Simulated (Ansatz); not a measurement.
CsPbI$_{3}$ (cubic perovskite, space group No. 221), DFT-r²SCAN in the program Ansatz with PAW potentials, all energies at zero smearing, with the estimated change up to a 700 eV cutoff added, with one set of potentials and settings (totals compare only within such a set). Cell of 5 atoms (1 Cs, 1 Pb, 3 I): -40196.707 eV.

```
element             reference phase  E (eV/atom)
-------  --------------------------  -----------
Cs       Im-3m, 1 atoms in the cell   -5685.9274
Pb       Fm-3m, 1 atoms in the cell  -11920.8594
I         Cmce, 4 atoms in the cell   -7528.0245
```

Formation energy per atom, worked out: (-40196.707 − 1×(-5685.9274) − 1×(-11920.8594) − 3×(-7528.0245))/5 = -1.169 eV/atom (-113 kJ per mol of atoms), at 0 K, without zero-point energy or fitted corrections.

Space group Pm-3m (cubic perovskite). This is a known high-temperature phase of the composition, computed here at zero pressure and temperature. The cell was relaxed with r²SCAN under the symmetry of its start; of distortions, only those at the zone centre were tested. The references are the lowest solids computed at this level, not always the standard phases. Spin–orbit coupling is left out wherever it is not named.

Potentials: the later of the program's two PAW sets.
